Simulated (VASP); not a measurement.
**MgO under changes of volume**

One of the cells (9.406 Å³/atom); the others are scaled copies at fixed shape and fractional positions:

```
CELL_PARAMETERS angstrom
0.00000 2.11089 2.11089
2.11089 0.00000 2.11089
2.11089 2.11089 0.00000
ATOMIC_POSITIONS crystal
Mg 0.00000 0.00000 0.00000
O 0.50000 0.50000 0.50000
```

The cell is a database's computed one.

```yaml
Program: VASP 6.6.1
Functional: PBE
Potentials_or_basis: VASP PAW PBE potentials, release 64 (Mg, O)
Cutoff: 520 eV
k_mesh: 11 × 11 × 11
Occupations: fermi-dirac, width 0.05 eV
Spin: no spin polarisation
```

```csv
volume (Å³/atom),energy over the lowest point (meV/atom),pressure (GPa),gap on the mesh (eV)
8.668,?,?,?
8.853,30.54,14.0,5.27
9.037,16.52,9.9,5.06
9.406,1.68,2.8,4.66
9.590,0.00,-0.2,4.47
9.775,1.68,-3.0,4.30
```

Q: What does the run at 8.668 Å³/atom give?

A: Energy over the lowest point 49.54 meV/atom; pressure 18.6 GPa; gap on the mesh 5.49 eV.

Worked out: A Birch-Murnaghan fit of order 3 (a polynomial in V^(-2/3)) to the other rows has its minimum at 9.59 Å³/atom with B0 = V·E''(V) = 151 GPa and B' = 4.5. It gives 49.74 meV/atom at 8.668 Å³/atom, against the run's 49.54, and -dE/dV = 19.0 GPa, against 18.6. A straight line through the other rows of the gap, of slope -9.84 eV per unit of ln V (its deformation potential), extrapolates to 5.47 eV, against the run's 5.49.

Energies are extrapolated to zero smearing.
